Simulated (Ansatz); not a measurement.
**Zone-centre phonons of BN at 12 GPa: input and output**

The calculation used Ansatz, DFT PBEsol, scalar-relativistic, plane waves, PAW.

Launched with:
```bash
ansatz run input.yaml --threads 1 --pin off --max-ram 3072MiB --backend cpu --events-out ev --progress --plain --runs-dir out
```

Input (bare energies are in eV):
```yaml
crystal:
  lattice:
    - [1.2413840795, 0.7167134325, 2.7913432482]
    - [-1.2413840795, 0.7167134325, 2.7913432482]
    - [0.0, -1.4334268649, 2.7913432482]
  atoms:
    - { symbol: B, position: [1.0006713392, 1.0006713392, 1.0006713392] }
    - { symbol: "N", position: [0.3317616608, 0.3317616608, 0.3317616608] }
basis:
  ecutwfc: 420
kpoints:
  mp_grid: { grid: [12, 12, 12] }
hamiltonian:
  xc: pbesol
scf:
  occupations: { method: fixed }
output:
  eigenvalues: true
phonons:
  method: dfpt
  dielectric: true
  rigid_motions: translations
  eigenvectors: true
```

Results section of the output:
```
--- Phonons (Γ-DFPT): 4 representative perturbations + reference, on 476 of 1728 k-points (Σ response iterations 12) ---
  k mesh reduced under 2 symmetry operations, with k and −k counted as one. Each operation leaves every solved perturbation unchanged. A smaller set is not considered because the run solves the response ...
  ASR residual: 1.961e-4 → 0.000e0 eV/Å²; symmetrization residual: 1.546e-6 eV/Å²
  ASR residual per site (eV/Å²): 9.05e-5 1.96e-4
  Γ frequencies (cm⁻¹): 0.00 0.00 0.00 679.30 1410.21 1410.21
  ε∞ (high-frequency dielectric tensor):
        5.410673     0.000000     0.000000
        0.000000     5.410673    -0.000000
       -0.000000    -0.000000     3.684128
  ε⁰ (static dielectric tensor: ions relaxed, cell fixed):
        7.345893     0.000000    -0.000000
        0.000000     7.345893    -0.000000
       -0.000000    -0.000000     5.157805
  ε⁰ − ε∞ (ionic part):
        1.935220     0.000000    -0.000000
        0.000000     1.935220    -0.000000
       -0.000000    -0.000000     1.473677
  softest optical mode at Γ: 679.30 cm⁻¹; the repairs (sum rule, projections) moved no ω² at Γ by more than (2.01 cm⁻¹)²
  Born effective charges Z* (e; rows j = field, columns β = displacement):
    site 0:
         2.66659    0.00000   -0.00000
         0.00000    2.66659   -0.00000
         0.00000   -0.00000    1.12091
    site 1:
        -2.66659   -0.00000    0.00000
         0.00000   -2.66659    0.00000
         0.00000    0.00000   -1.12091
  Z* charge neutrality: 8.648e-6 e pre-enforcement
  k-mesh period / interband length: 29.8 Å / 1.39 Å = 21.50 at k = (0.0000, -0.5000, -0.5000), direct gap 5.481 eV — 14 or more, which is no proof of convergence
  optical modes at Γ without the LO–TO term, one row a degenerate level:
      ω (cm⁻¹) modes IR ((D/Å)²/amu)
        679.30      1             4.7510
       1410.21      2            53.7754
  optical modes at Γ + LO–TO along q̂ = [1.0000, 0.0000, 0.0000]:
      ω (cm⁻¹) modes IR ((D/Å)²/amu)
        679.30      1             4.7510
       1410.21      1            26.8877
       1643.16      1            26.8877
  optical modes at Γ + LO–TO along q̂ = [0.0000, 1.0000, 0.0000]:
      ω (cm⁻¹) modes IR ((D/Å)²/amu)
        679.30      1             4.7510
       1410.21      1            26.8877
       1643.16      1            26.8877
  optical modes at Γ + LO–TO along q̂ = [0.0000, 0.0000, 1.0000]:
      ω (cm⁻¹) modes IR ((D/Å)²/amu)
        803.76      1             4.7510
       1410.21      2            53.7754
```

Time: 21 s on 1 thread of Intel(R) Xeon(R) 6975P-C (Granite Rapids), with other jobs on the host, peak memory 0.55 GiB.

The crystal is built of layers and no dispersion correction was added, so the binding between them is poorly described, and with it their spacing and whatever depends on it.

This form isn't the usual stable structure of the compound at low pressure.